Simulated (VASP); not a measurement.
# Ti: molecular dynamics with a monitored distance, by stops when the distance exceeds

Ti, P6_3/mmc (no. 194), 8 atoms in the cell. PBE, molecular dynamics; PAW potentials Ti (PBE set).

| Stops when the distance exceeds (Å) | Largest distance met (Å) | Steps run | Mean temperature (K) | Time (s) |
|---|---|---|---|---|
| 3.068 | 3.007 | 80 | 491 | 169 |
| 4.631 | 3.007 | 80 | 491 | 150 |

Limits: 240 fs of 8 atoms are too short for converged averages; the distance is that to the nearest periodic copy, which so small a cell caps; the cell is only 4.7 Å across, so each atom moves in step with near copies of itself.

## Input of the first row

INCAR:
```
SYSTEM = Ti
ALGO = Fast
ANDERSEN_PROB = 0.05
EDIFF = 1E-5
ENCUT = 200
GGA = PE
IBRION = 0
ISIF = 2
ISMEAR = -1
ISYM = 0
KPAR = 2
LASPH = .True.
LCHARG = .False.
LREAL = Auto
LWAVE = .False.
MDALGO = 1
NELM = 60
NELMIN = 4
NSW = 80
POTIM = 3.0
PREC = Normal
RANDOM_SEED = 423478 0 0
SIGMA = 0.05
TEBEG = 600
TEEND = 600
VALUE_MAX = 3.068
VALUE_MIN = 1.447
```

KPOINTS:
```
k-points
0
Gamma
  2 3 3
```

ICONST:
```
R 1 7 7
```

POSCAR:
```
Ti
1.0
    5.9000000000      0.0000000000      0.0000000000
    0.0000000000      5.1095498824      0.0000000000
    0.0000000000      0.0000000000      4.6800000000
Ti
8
Direct
    0.2500000000      0.1666666666      0.7500000000
    0.7500000000      0.1666666666      0.7500000000
    0.0000000001      0.6666666666      0.7500000000
    0.5000000000      0.6666666666      0.7500000000
    0.0000000000      0.3333333334      0.2500000000
    0.5000000000      0.3333333334      0.2500000000
    0.2500000000      0.8333333333      0.2500000000
    0.7500000000      0.8333333333      0.2500000000
```

Commands:
```
cat potpaw_PBE.64/Ti/POTCAR > POTCAR
mpirun -np 2 vasp_std > vasp.out
```

Changes of the last row against the first:
```
- VALUE_MAX = 3.068
+ VALUE_MAX = 4.631
```

VASP 6.6.1 took 169 s on 2 cores (AMD EPYC 9R45 (Zen 5)), a shared host.
